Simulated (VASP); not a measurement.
CdF2: single point with r2SCAN

The system is CdF2.

```
CELL_PARAMETERS angstrom
-0.04814 2.64604 2.64604
2.64604 -0.04814 2.64604
2.64604 2.64604 -0.04814
ATOMIC_POSITIONS crystal
Cd 0.00000 0.00000 0.00000
F 0.25140 0.25140 0.25140
F 0.74860 0.74860 0.74860
```

The cell was built by a generator and needn't be a form met in nature.

The cell isn't the ideal one: shear_111 strain -2.7%.

```
Program                : VASP 6.6.1
Task                   : single point
Functional             : r2SCAN
Potentials or basis    : VASP PAW PBE potentials, release 64 (Cd, F)
Cutoff                 : 520 eV
k mesh                 : 8 × 8 × 8
Occupations            : gaussian, width 0.01 eV
Spin                   : no spin polarisation
Dipole correction      : no
Further INCAR settings : ALGO = Normal; EDIFF = 1e-06; NBANDS = 20
```

```json
{"Pressure": "4.5 GPa", "Largest force": "0.012 eV/Å", "Band gap on the k mesh": "3.85 eV, indirect (least direct gap 4.25 eV)"}
```

Forces in eV/Å, atoms in the order of the input:
```
Cd   0.000  0.000  0.000
F    0.007  0.007  0.007
F   -0.007 -0.007 -0.007
```

Stress tensor (GPa, compression positive):
```
4.48 0.56 0.56
0.56 4.48 0.56
0.56 0.56 4.48
```

Levels at points of the mesh, in eV from the valence-band top:
```
           k point  band 11  band 12  band 13  band 14  band 15  band 16
(0.00, 0.00, 0.00)    -0.50    -0.50    -0.40     3.85    13.57    13.57
(0.50, 0.00, 0.00)    -1.94    -0.37    -0.35     8.16     9.75    15.79
(0.50, 0.50, 0.00)    -0.57    -0.12    -0.07     9.11    10.70    12.25
(0.50, 0.50, 0.50)    -1.96    -0.44    -0.44     8.32     9.89    15.70
```

Run time: 77 s on 1 thread of AMD EPYC 9R45 96-Core Processor (Zen 5), with other jobs on the host, peak memory 0.16 GiB.

Caveat: the PAW data sets were made with another functional, which shifts forces and pressure a little. A k mesh can miss the band edges.
